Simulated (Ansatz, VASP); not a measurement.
Pd: VASP beside Ansatz

File INCAR:

```
ALGO     = Fast           # electronic algorithm
EDIFF    = 1E-7           # SCF threshold, eV
EDIFFG   = -0.01          # ionic threshold
ENCUT    = 600            # plane-wave cutoff, eV
GGA      = RE             # functional
IBRION   = 2              # ionic algorithm
ISIF     = 3              # what is computed and relaxed
ISMEAR   = -1             # smearing method
IVDW     = 12             # dispersion correction
LASPH    = T              # aspherical terms in the spheres
LCHARG   = F              # write CHGCAR
LREAL    = F              # projectors in reciprocal space
LWAVE    = F              # write WAVECAR
NELM     = 100            # most SCF steps
NSW      = 60             # ionic steps
PREC     = Accurate       # precision mode
SIGMA    = 0.05           # smearing width, eV
```

KPOINTS

```
k-points
0
Gamma
  11 11 6
```

POSCAR

```
Pd
1.0
    2.7836650458      0.0000000000      0.0000000000
   -1.3918325229      2.4107246453      0.0000000000
    0.0000000000      0.0000000000      4.6288930000
Pd
2
Direct
    0.3333333333      0.6666666667      0.2500000000
    0.6666666667      0.3333333333      0.7500000000
```

File input.yaml:

```yaml
crystal:
  lattice:
    - [2.7836650458, 0.0, 0.0]
    - [-1.3918325229, 2.4107246453, 0.0]
    - [0.0, 0.0, 4.628893]
  atoms:
    - { symbol: Pd, position: [0.3333333333, 0.6666666667, 0.25] }
    - { symbol: Pd, position: [0.6666666667, 0.3333333333, 0.75] }
hamiltonian:
  xc: revpbe
  pseudopotentials: { kind: paw }
  dispersion: d3bj
kpoints:
  mp_grid: { grid: [11, 11, 6] }
scf:
  occupations: { method: fermi_dirac, width: 0.05 }
output:
  forces: true
  stress: true
  eigenvalues: true
relax:
  f_tol: 0.01
  max_steps: 40
  cell: { stress_tol: 0.05 }
```

This isn't the form of Pd at room conditions, which is fcc.

Alike in both runs: task relaxation of cell and atoms; functional revPBE; dispersion D3(BJ); k mesh 11 × 11 × 6; occupations fermi-dirac, width 0.05 eV; no spin polarisation.

|  | VASP | Ansatz |
| --- | --- | --- |
| version | VASP 6.6.1 | Ansatz 0.2.0 |
| potentials or method | VASP PAW PBE potentials, release 64 (Pd) | Ansatz PAW |
| plane-wave cutoff (eV) | 600 | 420 |
| valence electrons in the cell | 20 | 36 |

VASP gave:

| Quantity | Value |
| --- | --- |
| gap on the k mesh at the Fermi level, each at its own relaxed structure (eV) | none |
| relaxed volume (Å³/atom) | 14.49 |
| relaxed cell length with the largest relative difference (Å) | 4.524 |
| energy change over the relaxation (meV/atom) | -41 |

**Question.** What did Ansatz give for the same quantities?

**Answer.** gap on the k mesh at the Fermi level, each at its own relaxed structure (eV): none; relaxed volume (Å³/atom): 14.51; relaxed cell length with the largest relative difference (Å): 4.531; energy change over the relaxation (meV/atom): -38.

A gap of «none» marks a metal or a gap that the smearing closes. The two sets of potentials don't hold the same shells in valence.

Caveats: pairwise dispersion overbinds metals, which lowers pressure and volume; the PAW data sets were made with another functional, which shifts forces and pressure a little (VASP); the plane-wave basis is chosen anew once the cell has moved, so the energies of steps on either side of that aren't comparable (Ansatz); the PAW data sets come from PBE, with cores solved anew for the run's functional, which leaves a small shift of forces and pressure (Ansatz).
